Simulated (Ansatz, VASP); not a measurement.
Two plane-wave programs on ZnS

run.py

```python
from ase.calculators.vasp import Vasp
from ase.dft.bandgap import bandgap
from ase.io import read

atoms = read('ZnS.xyz')
calc = Vasp(
    directory='calc',
    xc='rpbe',
    pp='PBE',
    setups='recommended',
    pp_version='54',
    prec='Accurate',
    encut=520,
    ediff=1e-07,
    ismear=0,
    sigma=0.05,
    lreal=False,
    lasph=True,
    nelm=80,
    algo='Normal',
    isif=2,
    lwave=False,
    lcharg=False,
    kpts=[9, 9, 9],
    gamma=True,
)
atoms.calc = calc

print('energy (eV):', atoms.get_potential_energy())
print('free energy (eV):', atoms.get_potential_energy(force_consistent=True))
print('forces (eV/A):')
print(atoms.get_forces())
print('stress (eV/A^3, Voigt):', atoms.get_stress())
print('Fermi level (eV):', calc.get_fermi_level())
gap, top, bottom = bandgap(calc)
print('band gap (eV):', gap, 'from (spin, k, band)', top, 'to', bottom)
```

The input ZnS.xyz:

```xyz
2
Lattice="0.0000000000 2.7020000000 2.7020000000 2.7020000000 0.0000000000 2.7020000000 2.7020000000 2.7020000000 0.0000000000" Properties=species:S:1:pos:R:3 pbc="T T T"
Zn     4.0530000000      4.0530000000      4.0530000000
S      0.0000000000      0.0000000000      0.0000000000
```

File input.yaml:

```yaml
crystal:
  lattice:
    - [0.0, 2.702, 2.702]
    - [2.702, 0.0, 2.702]
    - [2.702, 2.702, 0.0]
  atoms:
    - { symbol: Zn, position: [0.75, 0.75, 0.75] }
    - { symbol: S, position: [0.0, 0.0, 0.0] }
hamiltonian:
  xc: rpbe
  pseudopotentials: { kind: paw }
kpoints:
  mp_grid: { grid: [9, 9, 9] }
scf:
  occupations: { method: gaussian, width: 0.05 }
output:
  forces: true
  stress: true
  eigenvalues: true
  write_density: true
  write_potential: true
  elf: true
  volumetric_format: npy
```

Alike in both runs: task single point; functional RPBE; k mesh 9 × 9 × 9; occupations gaussian, width 0.05 eV; no spin polarisation.

|  | VASP | Ansatz |
| --- | --- | --- |
| version | VASP 6.6.1 | Ansatz 0.2.0 |
| potentials or method | VASP PAW PBE potentials, release 54 (Zn, S) | Ansatz PAW |
| plane-wave cutoff (eV) | 520 | 420 |
| valence electrons in the cell | 18 | 18 |

Ansatz gave:

| Property | Result |
| --- | --- |
| gap on the k mesh at the Fermi level (eV) | 2.28 |
| least direct gap on the mesh (eV) | 2.28 |
| pressure (GPa) | 4.2 |

Q: Estimate VASP's values.

A: gap on the k mesh at the Fermi level (eV): 2.28; least direct gap on the mesh (eV): 2.28; pressure (GPa): 4.3.

The functional is the same, so the differences come from potentials, cutoffs and numerics.

Caveats: the PAW data sets were made with another functional, which shifts forces and pressure a little (VASP); odd divisions of the mesh miss points on the zone boundary, where band edges often lie, so the gap on the mesh can be too wide (Ansatz); the PAW data sets come from PBE, with cores solved anew for the run's functional, which leaves a small shift of forces and pressure (Ansatz). A hybrid or GW would open this gap; RPBE tends to underestimate it.
